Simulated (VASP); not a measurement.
# Ge (Fd-3m) in VASP: notebook

One crystal, Ge, is run at these levels: PBEsol; tasks: single point.

All numbers are computed with VASP 6.6.1; they aren't measurements. Logs are shortened: lines on timing, memory, paths and dates and some standing lists are left out, and cuts for length are marked.

### Step 1. The undisturbed crystal

It takes space group Fd-3m (No. 227, cubic). Conventional cell: a = 5.658 Å, b = 5.658 Å, c = 5.658 Å, α = 90.00°, β = 90.00°, γ = 90.00°. Around Ge (site symmetry -43m) lie 4 Ge at 2.45 Å.

### Step 2. Single point, PBEsol (grid = ENCUT=350 dk=0.45 cell=3x3x2 ISMEAR=0 SIGMA=0.02 LREAL=Auto EDIFF=1e-06)

Contents of INCAR:

```
SYSTEM = Ge
PREC     = Accurate       ! precision mode
ENCUT    = 350            ! plane-wave cutoff, eV
EDIFF    = 1E-6           ! SCF threshold, eV
ISMEAR   = 0              ! smearing method
SIGMA    = 0.02           ! smearing width, eV
LREAL    = Auto         
LASPH    = .TRUE.         ! aspherical terms in the spheres
NELM     = 120            ! most SCF steps
ALGO     = Fast           ! electronic algorithm
ISIF     = 2              ! what is computed and relaxed
LWAVE    = .FALSE.        ! write WAVECAR
LCHARG   = .FALSE.        ! write CHGCAR
GGA      = PS             ! functional
NBANDS   = 264            ! bands
NCORE    = 1            
KPAR     = 2
```

Contents of KPOINTS:

```
regular mesh
0
G
  2 2 3
  0 0 0
```

Contents of POSCAR:

```
Ge
1.0
    0.0000000000      8.4867300000      8.4867300000
    8.4867300000      0.0000000000      8.4867300000
    5.6578200000      5.6578200000      0.0000000000
Ge
36
Direct
    0.2500000000      0.2500000000      0.3750000000
    0.2500000000      0.2500000000      0.8750000000
    0.2500000000      0.5833333333      0.3750000000
    0.2500000000      0.5833333333      0.8750000000
    0.2500000000      0.9166666667      0.3750000000
    0.2500000000      0.9166666667      0.8750000000
    0.5833333333      0.2500000000      0.3750000000
    0.5833333333      0.2500000000      0.8750000000
    0.5833333333      0.5833333333      0.3750000000
    0.5833333333      0.5833333333      0.8750000000
    0.5833333333      0.9166666667      0.3750000000
    0.5833333333      0.9166666667      0.8750000000
    0.9166666667      0.2500000000      0.3750000000
    0.9166666667      0.2500000000      0.8750000000
    0.9166666667      0.5833333333      0.3750000000
    0.9166666667      0.5833333333      0.8750000000
    0.9166666667      0.9166666667      0.3750000000
    0.9166666667      0.9166666667      0.8750000000
    0.1666666667      0.1666666667      0.2500000000
    0.1666666667      0.1666666667      0.7500000000
    0.1666666667      0.5000000000      0.2500000000
    0.1666666667      0.5000000000      0.7500000000
    0.1666666667      0.8333333333      0.2500000000
    0.1666666667      0.8333333333      0.7500000000
    0.5000000000      0.1666666667      0.2500000000
    0.5000000000      0.1666666667      0.7500000000
    0.5000000000      0.5000000000      0.2500000000
    0.5000000000      0.5000000000      0.7500000000
    0.5000000000      0.8333333333      0.2500000000
    0.5000000000      0.8333333333      0.7500000000
    0.8333333333      0.1666666667      0.2500000000
    0.8333333333      0.1666666667      0.7500000000
    0.8333333333      0.5000000000      0.2500000000
    0.8333333333      0.5000000000      0.7500000000
    0.8333333333      0.8333333333      0.2500000000
    0.8333333333      0.8333333333      0.7500000000
```

Potentials or basis: VASP PAW PBE potentials, release 64 (Ge_d).

The run is started by

```bash
> cat potpaw_PBE.64/Ge_d/POTCAR > POTCAR
> mpirun -np 4 vasp_std > vasp.out
```

OUTCAR:

```text
SYSTEM = Ge
   PREC = Accurate
   ENCUT = 350
   EDIFF = 1E-6
   ISMEAR = 0
   LREAL = Auto
   LASPH = .TRUE.
   NELM = 120
   ISIF = 2
   GGA = PS

 Found      6 irreducible k-points:

 Following reciprocal coordinates:
            Coordinates               Weight
  0.000000  0.000000  0.000000      1.000000
  0.500000  0.000000  0.000000      2.000000
  0.500000  0.500000  0.000000      1.000000
  0.000000  0.000000  0.333333      2.000000
  0.500000  0.000000  0.333333      4.000000
  0.500000  0.500000  0.333333      2.000000
   k-points           NKPTS =      6   k-points in BZ     NKDIM =      6   number of bands    NBANDS=    264
   number of dos      NEDOS =    301   number of ions     NIONS =     36
   total plane-waves  NPLWV = 320000
   dimension x,y,z NGX =    80 NGY =   80 NGZ =   50
   dimension x,y,z NGXF=   160 NGYF=  160 NGZF=  100
   ions per type =              36
   NGX,Y,Z   is equivalent  to a cutoff of  11.08, 11.08, 10.39 a.u.
   NGXF,Y,Z  is equivalent  to a cutoff of  22.16, 22.16, 20.78 a.u.
 SYSTEM =  Ge
   PREC   = accura    normal or accurate (medium, high low for compatibility)
   ISTART =      0    job   : 0-new  1-cont  2-samecut
   ICHARG =      2    charge: 1-file 2-atom 10-const
   ISPIN  =      1    spin polarized calculation?
   LNONCOLLINEAR =      F non collinear calculations
   LSORBIT =      F    spin-orbit coupling
   LASPH  =      T    aspherical Exc in radial PAW
   ENCUT  =  350.0 eV  25.72 Ry    5.07 a.u.  18.31 18.31 12.21*2*pi/ulx,y,z
   NELM   =    120;   NELMIN=  2; NELMDL= -5     # of ELM steps
   EDIFF  = 0.1E-05   stopping-criterion for ELM
   LREAL  =      T    real-space projection
   EDIFFG = 0.1E-04   stopping-criterion for IOM
   NSW    =      0    number of steps for IOM
   IBRION =     -1    ionic relax: 0-MD 1-quasi-New 2-CG
   NFREE  =      0    steps in history (QN), initial steepest desc. (CG)
   ISIF   =      2    stress and relaxation
   ISYM   =      2    0-nonsym 1-usesym 2-fastsym
   POTIM  = 0.5000    time-step for ionic-motion
   TEBEG  =    0.0;   TEEND  =   0.0 temperature during run
   PSTRESS=    0.0 pullay stress
   NELECT =     504.0000    total number of electrons
   NUPDOWN=      -1.0000    fix difference up-down
   EMIN   =  10.00;   EMAX   =-10.00  energy-range for DOS
   EFERMI =   0.00;   METHOD = LEGACY
   ISMEAR =     0;   SIGMA  =   0.02  broadening in eV -4-tet -1-fermi 0-gaus
   EFERMI_NEDOS =   21; number of points for ismear=-14 and -15
   IALGO  =     68    algorithm
   IMIX   =      4    mixing-type and parameters
     AMIX     =   0.40;   BMIX     =  1.00
     AMIX_MAG =   1.60;   BMIX_MAG =  1.00
  volume/ion in A,a.u.               =      22.64       152.78
  Fermi-wavevector in a.u.,A,eV,Ry     =   1.394756  2.635708 26.468033  1.945346
  Thomas-Fermi vector in A             =   2.518275
   LORBIT       =      0    0 simple, 1 ext, 2 COOP (PROOUT), +10 PAW based schemes
   GGA     = PS    functional components
   LHFCALC =     F    Hartree Fock is set to
   AEXX    =    0.0000 exact exchange contribution
   IVDW    =     0    specifies the selected vdW correction
   LEPSILON=     F    determine dielectric tensor
   LRPA    =     F    only Hartree local field effects (RPA)
 non-spin polarized calculation
 RMM-DIIS sequential band-by-band and
 Gauss-broadening in eV      SIGMA  =   0.02
  energy-cutoff  :      350.00
  volume of cell :      815.00
 maximum number of plane-waves:     12144
 NGX is ok and might be reduce to    80
   NGX = 37   NGY = 37   NGZ = 25

 number of electron     504.0000021 magnetization

 Free energy of the ion-electron system (eV)
  ---------------------------------------------------
  ext. energy  EPLUGINS =         0.00000000
  ---------------------------------------------------
  free energy    TOTEN  =      -176.93401519 eV

  energy without entropy =     -176.93105496  energy(sigma->0) =     -176.93253507

 E-fermi :   4.8789     XC(G=0): -10.1225

 val. band max:        4.8705531004   @ k =   0.0000   0.0000   0.0000
 cond. band min:       4.9919488159   @ k =   0.5000   0.5000   0.0000
 fundamental gap:      0.1213957155
 Fermi energy:         4.8788859793

 k-point     1 :       0.0000    0.0000    0.0000
  band No.  band energies     occupation
      1     -19.9233      2.00000
      2     -19.9233      2.00000
      3     -19.9209      2.00000
      4     -19.9209      2.00000
      5     -19.9149      2.00000
      6     -19.9149      2.00000
[... 256 lines left out ...]
    263       5.8492      0.00000
    264       6.2270      0.00000

 k-point     2 :       0.5000    0.0000    0.0000
  band No.  band energies     occupation
      1     -19.9162      2.00000
      2     -19.9162      2.00000
      3     -19.9162      2.00000
      4     -19.9162      2.00000
      5     -19.9149      2.00000
      6     -19.9149      2.00000
[... 256 lines left out ...]
    263       6.5456      0.00000
    264       6.5788      0.00000

 k-point     3 :       0.5000    0.5000    0.0000
  band No.  band energies     occupation
      1     -19.9209      2.00000
      2     -19.9209      2.00000
      3     -19.9149      2.00000
      4     -19.9149      2.00000
      5     -19.9149      2.00000
      6     -19.9149      2.00000
[... 256 lines left out ...]
    263       6.4656      0.00000
    264       6.5391      0.00000

 k-point     4 :       0.0000    0.0000    0.3333
  band No.  band energies     occupation
      1     -19.9233      2.00000
      2     -19.9233      2.00000
      3     -19.9233      2.00000
      4     -19.9233      2.00000
      5     -19.9233      2.00000
      6     -19.9209      2.00000
[... 256 lines left out ...]
    263       6.5388      0.00000
    264       6.6250      0.00000

 k-point     5 :       0.5000    0.0000    0.3333
  band No.  band energies     occupation
      1     -19.9209      2.00000
      2     -19.9209      2.00000
      3     -19.9209      2.00000
      4     -19.9162      2.00000
      5     -19.9162      2.00000
      6     -19.9149      2.00000
[... 256 lines left out ...]
    263       7.4944      0.00000
    264       7.5019      0.00000

 k-point     6 :       0.5000    0.5000    0.3333
  band No.  band energies     occupation
      1     -19.9209      2.00000
      2     -19.9209      2.00000
      3     -19.9162      2.00000
      4     -19.9162      2.00000
      5     -19.9162      2.00000
      6     -19.9162      2.00000
[... 256 lines left out ...]
    263       7.5141      0.00000
    264       7.5575      0.00000

------------------------ aborting loop because EDIFF is reached ----------------------------------------

  FORCE on cell =-STRESS in cart. coord.  units (eV):
  Direction    XX          YY          ZZ          XY          YZ          ZX
  --------------------------------------------------------------------------------------
  -------------------------------------------------------------------------------------
  Total        3.0799418      3.0799418      3.0789351      0.0031235      0.0005286      0.0005288
  in kB        6.0547080      6.0547080      6.0527290      0.0061403      0.0010391      0.0010395
  external PRESSURE =       6.0540483 kB  Pullay stress =       0.0000000 kB

 VOLUME and BASIS-vectors are now :
 -----------------------------------------------------------------------------
  energy-cutoff  :      350.00
  volume of cell :      815.00
      direct lattice vectors                 reciprocal lattice vectors
     0.000000000  8.486730000  8.486730000    -0.058915507  0.058915507  0.058915507
     8.486730000  0.000000000  8.486730000     0.058915507 -0.058915507  0.058915507
     5.657820000  5.657820000  0.000000000     0.088373260  0.088373260 -0.088373260

 POSITION                                       TOTAL-FORCE (eV/Angst)
 -----------------------------------------------------------------------------------
      4.24336      4.24336      4.24336        -0.000011     -0.000011     -0.000051
      7.07227      7.07227      4.24336        -0.000011     -0.000011     -0.000051
      7.07227      4.24336      7.07227        -0.000011     -0.000011     -0.000051
      9.90118      7.07227      7.07227        -0.000011     -0.000011     -0.000051
      9.90119      4.24336      9.90119        -0.000011     -0.000011     -0.000051
     12.73010      7.07227      9.90119        -0.000011     -0.000011     -0.000051
[... 28 lines left out ...]
      8.48673      8.48673     14.14455         0.000011      0.000011      0.000051
     11.31564     11.31564     14.14455         0.000011      0.000011      0.000051
 -----------------------------------------------------------------------------------
    total drift:                                0.000675      0.000675     -0.000689

  FREE ENERGIE OF THE ION-ELECTRON SYSTEM (eV)
  ---------------------------------------------------
  free  energy   TOTEN  =      -176.9340151871 eV

  energy  without entropy=     -176.9310549590  energy(sigma->0) =     -176.93253507
```

Wall time 7.8 min (4 MPI ranks of Intel Xeon 6975P-C (Granite Rapids), shared host); peak memory 0.63 GiB.

The run converged, but some of its settings lie outside the range that counts as converged, so its numbers aren't taken as properties of the crystal.

What came out:

```yaml
Free_energy: -176.9340 eV
Band_gap_on_the_k_mesh: none (metal or under the smearing width)
```

Caveat: the cutoff is under 1.25 times the usual one of these potentials, so pressure, stress and relaxed cells hold a basis-set (Pulay) error; the PAW data sets were made with another functional, which shifts forces and pressure a little.

### Step 3. Single point, PBEsol (grid = ENCUT=400 dk=0.45 cell=3x3x2 ISMEAR=0 SIGMA=0.05 LREAL=Auto EDIFF=1e-06)

INCAR, as its differences from that of step 2:

```diff
@@ -2,6 +2,6 @@
 PREC     = Accurate       ! precision mode
-ENCUT    = 350            ! plane-wave cutoff, eV
+ENCUT    = 400            ! plane-wave cutoff, eV
 EDIFF    = 1E-6           ! SCF threshold, eV
 ISMEAR   = 0              ! smearing method
-SIGMA    = 0.02           ! smearing width, eV
+SIGMA    = 0.05           ! smearing width, eV
 LREAL    = Auto
```

KPOINTS is that of step 2.

POSCAR is that of step 2.

Potentials or basis: VASP PAW PBE potentials, release 64 (Ge_d).

The run is started by

```bash
> cat potpaw_PBE.64/Ge_d/POTCAR > POTCAR
> mpirun -np 4 vasp_std > vasp.out
```

It took 8.5 min on 4 MPI ranks of Intel Xeon 6975P-C (Granite Rapids), shared host; peak memory 0.67 GiB.

These settings aren't checked as converged: the numbers below hold their error.

Results:

```yaml
Free_energy: -176.8999 eV
Pressure: 0.5 GPa
Band_gap_on_the_k_mesh: none (metal or under the smearing width)
```

Caveat: the PAW data sets were made with another functional, which shifts forces and pressure a little.

### Step 4. Single point, PBEsol (grid = ENCUT=600 dk=0.45 cell=3x3x2 ISMEAR=0 SIGMA=0.05 LREAL=Auto EDIFF=1e-06)

INCAR, as its differences from that of step 3:

```diff
@@ -2,3 +2,3 @@
 PREC     = Accurate       ! precision mode
-ENCUT    = 400            ! plane-wave cutoff, eV
+ENCUT    = 600            ! plane-wave cutoff, eV
 EDIFF    = 1E-6           ! SCF threshold, eV
```

KPOINTS is that of step 3.

POSCAR is that of step 3.

Potentials or basis: VASP PAW PBE potentials, release 64 (Ge_d).

The run is started by

```bash
> cat potpaw_PBE.64/Ge_d/POTCAR > POTCAR
> mpirun -np 4 vasp_std > vasp.out
```

OUTCAR:

```text
SYSTEM = Ge
   PREC = Accurate
   ENCUT = 600
   EDIFF = 1E-6
   ISMEAR = 0
   LREAL = Auto
   LASPH = .TRUE.
   NELM = 120
   ISIF = 2
   GGA = PS

 Found      6 irreducible k-points:

 Following reciprocal coordinates:
            Coordinates               Weight
  0.000000  0.000000  0.000000      1.000000
  0.500000  0.000000  0.000000      2.000000
  0.500000  0.500000  0.000000      1.000000
  0.000000  0.000000  0.333333      2.000000
  0.500000  0.000000  0.333333      4.000000
  0.500000  0.500000  0.333333      2.000000
   k-points           NKPTS =      6   k-points in BZ     NKDIM =      6   number of bands    NBANDS=    264
[... 1683 lines left out ...]
  Total        5.4250709      5.4250709      5.3841227     -0.0033035      0.0075765      0.0075767
  in kB       10.6648833     10.6648833     10.5843853     -0.0064942      0.0148943      0.0148946
  external PRESSURE =      10.6380506 kB  Pullay stress =       0.0000000 kB

 VOLUME and BASIS-vectors are now :
 -----------------------------------------------------------------------------
  energy-cutoff  :      600.00
  volume of cell :      815.00
      direct lattice vectors                 reciprocal lattice vectors
     0.000000000  8.486730000  8.486730000    -0.058915507  0.058915507  0.058915507
     8.486730000  0.000000000  8.486730000     0.058915507 -0.058915507  0.058915507
     5.657820000  5.657820000  0.000000000     0.088373260  0.088373260 -0.088373260

 POSITION                                       TOTAL-FORCE (eV/Angst)
 -----------------------------------------------------------------------------------
      4.24336      4.24336      4.24336         0.000089      0.000089     -0.000116
      7.07227      7.07227      4.24336         0.000089      0.000089     -0.000116
      7.07227      4.24336      7.07227         0.000089      0.000089     -0.000116
      9.90118      7.07227      7.07227         0.000089      0.000089     -0.000116
      9.90119      4.24336      9.90119         0.000089      0.000089     -0.000116
     12.73010      7.07227      9.90119         0.000089      0.000089     -0.000116
[... 28 lines left out ...]
      8.48673      8.48673     14.14455        -0.000089     -0.000089      0.000116
     11.31564     11.31564     14.14455        -0.000089     -0.000089      0.000116
 -----------------------------------------------------------------------------------
    total drift:                                0.000005      0.000005      0.000011

  FREE ENERGIE OF THE ION-ELECTRON SYSTEM (eV)
  ---------------------------------------------------
  free  energy   TOTEN  =      -176.9103302061 eV

  energy  without entropy=     -176.9026277037  energy(sigma->0) =     -176.90647895
```

OSZICAR:

```text
N       E                     dE             d eps       ncg     rms          rms(c)
DAV:   1     0.106562553331E+05    0.10656E+05   -0.21838E+05  3424   0.575E+03
DAV:   2     0.262958047963E+04   -0.80267E+04   -0.78736E+04  3168   0.148E+03
[... 33 lines left out ...]
RMM:  36    -0.176910316559E+03   -0.67031E-05   -0.69974E-05  1210   0.218E-03    0.559E-02
RMM:  37    -0.176910321316E+03   -0.47572E-05   -0.49353E-05   900   0.190E-03    0.559E-02
RMM:  38    -0.176910324339E+03   -0.30227E-05   -0.31509E-05   862   0.198E-03    0.557E-02
RMM:  39    -0.176910326899E+03   -0.25603E-05   -0.25412E-05  1905   0.233E-03    0.556E-02
RMM:  40    -0.176910328566E+03   -0.16674E-05   -0.16328E-05  2011   0.270E-03    0.557E-02
RMM:  41    -0.176910329702E+03   -0.11356E-05   -0.10748E-05  1965   0.289E-03    0.560E-02
RMM:  42    -0.176910330206E+03   -0.50424E-06   -0.53681E-06   818   0.130E-03
   1 F= -.17691033E+03 E0= -.17690648E+03  d E =-.770250E-02
```

Wall time 15 min (4 MPI ranks of Intel Xeon 6975P-C (Granite Rapids), shared host); peak memory 1 GiB.

These settings aren't checked as converged: the numbers below hold their error.

Results:

```yaml
Free_energy: -176.9103 eV
Pressure: 1.1 GPa
Band_gap_on_the_k_mesh: none (metal or under the smearing width)
```

Caveat: the PAW data sets were made with another functional, which shifts forces and pressure a little.

### Step 5. For comparison

An earlier run on the cell as given: functional PBEsol; potentials or basis VASP PAW PBE potentials, release 64 (Ge_d); cutoff 520 eV; k mesh 8 × 8 × 8; occupations fermi-dirac, width 0.05 eV; no spin polarisation.

* Pressure: 0.5 GPa
* Band gap on the k mesh: none (metal or under the smearing width)
